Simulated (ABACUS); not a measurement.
Input of an ABACUS 3.10.1 run:

File INPUT:

```
INPUT_PARAMETERS
suffix              WS2
calculation         scf
basis_type          lcao
pseudo_dir          ./
orbital_dir         ./
symmetry            1
dft_functional      pz
ecutwfc             100
pseudo_rcut         7
nspin               1
nbands              38
ks_solver           genelpa
smearing_method     fd
smearing_sigma      0.00367493
scf_thr             1e-07
scf_nmax            100
mixing_type         broyden
mixing_beta         0.7
cal_force           1
cal_stress          1
out_mul             1
out_chg             1
```

The input STRU:

```
ATOMIC_SPECIES
W 183.8400 W.upf
S 32.0600 S.upf

NUMERICAL_ORBITAL
W_confined-atom_7au_3s2p2d1f.orb
S_confined-atom_7au_2s2p1d.orb

LATTICE_CONSTANT
1.8897261246

LATTICE_VECTORS
3.1800000000 0.0000000000 0.0000000000
-1.5900000000 2.7539607840 0.0000000000
0.0000000000 0.0000000000 12.5000000000

ATOMIC_POSITIONS
Direct

W
0.0
2
0.6666666667 0.3333333333 0.7500000000 1 1 1
0.3333333333 0.6666666667 0.2500000000 1 1 1

S
0.0
4
0.6666666667 0.3333333333 0.3750000000 1 1 1
0.3333333333 0.6666666667 0.8750000000 1 1 1
0.6666666667 0.3333333333 0.1250000000 1 1 1
0.3333333333 0.6666666667 0.6250000000 1 1 1
```

Contents of KPT:

```
K_POINTS
0
Gamma
7 7 2 0 0 0
```

Potentials or basis: PseudoDojo NC SR 0.4.1 PBE standard, DZP LCAO (the cutoffs set its grid).

Launch:

```bash
$ OMP_NUM_THREADS=1 mpirun -np 4 abacus > log
```

(1) Predict the pressure.

(2) Estimate the Mulliken charges.

(3) Predict the band gap on the k mesh.

## Answers

(1) -2.1 GPa.

(2) W +0.60; S -0.30 e.

(3) 1.07 eV, indirect (least direct gap 2.23 eV).

Caveat: the atomic orbitals were generated for these runs and aren't a published set; the potentials were made for another functional, which shifts forces and pressure; spin-orbit coupling is left out, which moves the levels of the heavy elements; an odd mesh through Γ misses points on the zone boundary, where band edges often lie; the basis of atomic orbitals isn't converged, which shifts pressures, moduli and gaps.
